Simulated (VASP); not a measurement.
These are PBE GGA + U (Dudarev), VASP's PBE PAW potentials (set 64) (plane waves; VASP) values and carry that method's errors.

Input for VASP

### INCAR
```
SYSTEM = InCuS2
PREC = Accurate
ENCUT = 300
EDIFF = 1E-6
NELM = 100
ALGO = Normal
LREAL = .FALSE.
LASPH = .TRUE.
ISMEAR = 0
SIGMA = 0.136
GGA = PE
LMAXMIX = 4
LWAVE = .FALSE.
LCHARG = .FALSE.
ISIF = 2
LDAU = .TRUE.
LDAUTYPE = 2
LDAUL = -1 2 -1
LDAUU = 0 7.0 0
LDAUJ = 0 0 0
```

POSCAR:
```
InCuS2
1
   -2.8118160000     2.8118160000     5.6671150000
    2.8118160000    -2.8118160000     5.6671150000
    2.8118160000     2.8118160000    -5.6671150000
In Cu S
2 2 4
Direct
  0.5000000000   0.5000000000   0.0000000000
  0.2500000000   0.7500000000   0.5000000000
  0.7500000000   0.2500000000   0.5000000000
  0.0000000000   0.0000000000   0.0000000000
  0.8750000000   0.9038000000   0.5288000000
  0.0962000000   0.6250000000   0.9712000000
  0.3750000000   0.3462000000   0.4712000000
  0.6538000000   0.1250000000   0.0288000000
```

File KPOINTS:
```
Automatic mesh
0
G
  4 4 4
```

POTCAR, in this order: In_d Cu S (PBE.64 set). Program: vasp_std.

What VASP printed:

OSZICAR:
```
       N       E                     dE             d eps       ncg     rms          rms(c)
DAV:   1     0.613001809436E+03    0.61300E+03   -0.23610E+04  1118   0.135E+03
DAV:   2     0.634284491184E+02   -0.54957E+03   -0.53635E+03  1146   0.386E+02
DAV:   3    -0.246584793363E+02   -0.88087E+02   -0.86732E+02  1372   0.179E+02
DAV:   4    -0.302973155998E+02   -0.56388E+01   -0.56082E+01  1404   0.461E+01
DAV:   5    -0.305266859799E+02   -0.22937E+00   -0.22917E+00  1644   0.873E+00    0.122E+01
DAV:   6    -0.290891475106E+02    0.14375E+01   -0.27278E+00  1681   0.328E+01    0.822E+00
DAV:   7    -0.290723305471E+02    0.16817E-01   -0.20153E+00  1788   0.152E+01    0.344E+00
DAV:   8    -0.290468222651E+02    0.25508E-01   -0.37579E-01  1446   0.116E+01    0.218E+00
DAV:   9    -0.290441440776E+02    0.26782E-02   -0.54558E-02  1852   0.504E+00    0.598E-01
DAV:  10    -0.290457594404E+02   -0.16154E-02   -0.14645E-02  1665   0.109E+00    0.264E-01
DAV:  11    -0.290459573389E+02   -0.19790E-03   -0.16296E-03  1748   0.663E-01    0.173E-01
DAV:  12    -0.290463267769E+02   -0.36944E-03   -0.92336E-04  1294   0.237E-01    0.123E-01
DAV:  13    -0.290463119276E+02    0.14849E-04   -0.14216E-04  1836   0.120E-01    0.396E-02
DAV:  14    -0.290463199274E+02   -0.79997E-05   -0.35503E-05  1609   0.469E-02    0.357E-02
DAV:  15    -0.290463240607E+02   -0.41333E-05   -0.94452E-06  1134   0.216E-02    0.986E-03
DAV:  16    -0.290463243204E+02   -0.25971E-06   -0.11280E-06   964   0.184E-02
   1 F= -.29046324E+02 E0= -.29046294E+02  d E =-.611737E-04
```

File OUTCAR:
```
------------------------ aborting loop because EDIFF is reached ----------------------------------------
  FORCE on cell =-STRESS in cart. coord.  units (eV):
  Direction    XX          YY          ZZ          XY          YZ          ZX
  --------------------------------------------------------------------------------------
  Total       -2.0436442     -2.0436442     -1.8985465      0.0000000      0.0000000     -0.0000000
  in kB      -18.2692218    -18.2692218    -16.9721164      0.0000000      0.0000000     -0.0000000
  external PRESSURE =     -17.8368533 kB  Pullay stress =       0.0000000 kB
  volume of cell :      179.22
      direct lattice vectors                 reciprocal lattice vectors
    -2.811816000  2.811816000  5.667115000     0.000000000  0.177821024  0.088228314
     2.811816000 -2.811816000  5.667115000     0.177821024  0.000000000  0.088228314
     2.811816000  2.811816000 -5.667115000     0.177821024  0.177821024  0.000000000
 POSITION                                       TOTAL-FORCE (eV/Angst)
 -----------------------------------------------------------------------------------
      0.00000      0.00000      5.66711        -0.000000     -0.000000      0.000000
      2.81182      0.00000      2.83356        -0.000000     -0.000000     -0.000000
      0.00000      2.81182      2.83356        -0.000000     -0.000000      0.000000
      0.00000      0.00000      0.00000         0.000000     -0.000000      0.000000
      1.56787      1.40591      7.08389        -0.264997     -0.000000     -0.000000
      4.21772      1.24395     -1.41678        -0.000000      0.264997      0.000000
      1.24395      1.40591      1.41678         0.264997     -0.000000      0.000000
     -1.40591      1.56787      4.25034         0.000000     -0.264997     -0.000000
 -----------------------------------------------------------------------------------
    total drift:                               -0.000067     -0.000067     -0.000055
  FREE ENERGIE OF THE ION-ELECTRON SYSTEM (eV)
  ---------------------------------------------------
  free  energy   TOTEN  =       -29.0463243204 eV

  energy  without entropy=      -29.0462631466  energy(sigma->0) =      -29.04629373
```
(Selected blocks of OUTCAR.)

OUTCAR:
```
 val. band max:        4.1363278245   @ k =   0.0000   0.0000   0.0000

 cond. band min:       4.6934413407   @ k =   0.0000   0.0000   0.0000


 Fermi energy:         4.4310733681

 k-point     1 :       0.0000    0.0000    0.0000
  band No.  band energies     occupation
      1     -10.4558      2.00000
      2     -10.4467      2.00000
      3     -10.4467      2.00000
      4     -10.2071      2.00000
      5     -10.1891      2.00000
      6     -10.1891      2.00000
      7     -10.1261      2.00000
      8     -10.1227      2.00000
      9     -10.1000      2.00000
     10     -10.0944      2.00000
     11      -9.1026      2.00000
     12      -7.6584      2.00000
     13      -7.6405      2.00000
     14      -7.6405      2.00000
     15      -1.8561      2.00000
     16      -1.0149      2.00000
     17       0.0213      2.00000
     18       0.1527      2.00000
     19       0.2099      2.00000
     20       0.5033      2.00000
     21       0.5033      2.00000
     22       0.7841      2.00000
     23       0.8753      2.00000
     24       0.8753      2.00000
     25       0.9771      2.00000
     26       0.9771      2.00000
     27       1.4944      2.00000
     28       1.5869      2.00000
     29       1.6172      2.00000
     30       2.0509      2.00000
     31       2.2668      2.00000
     32       2.2785      2.00000
     33       2.2785      2.00000
     34       4.1349      1.99793
     35       4.1349      1.99793
     36       4.1363      1.99782
     37       4.6934      0.00637
     38       6.7766      0.00000
     39       6.8173      0.00000
     40       8.5857      0.00000
     41       8.5857      0.00000
     42       9.6148      0.00000
     43       9.7908      0.00000

 k-point     2 :       0.2500   -0.0000    0.0000
  band No.  band energies     occupation
      1     -10.4643      2.00000
      2     -10.4538      2.00000
      3     -10.4322      2.00000
      4     -10.2343      2.00000
      5     -10.2045      2.00000
...
```

At this cut-off the stress carries a Pulay error, which pulls relaxed volumes low. Unless said otherwise, spin-orbit coupling is left out, though it shifts the bands of the heavy elements here.

The structure comes from a computed database's InCuS2 entry; how it stands against other phases isn't given here. The cell was not relaxed at this level. The run is one of a series of settings (LDAU = .TRUE., LDAUJ = 0 0 0, LDAUL = -1 2 -1, LDAUTYPE = 2, LDAUU = 0 7.0 0 against the base run), some of them coarse on purpose.
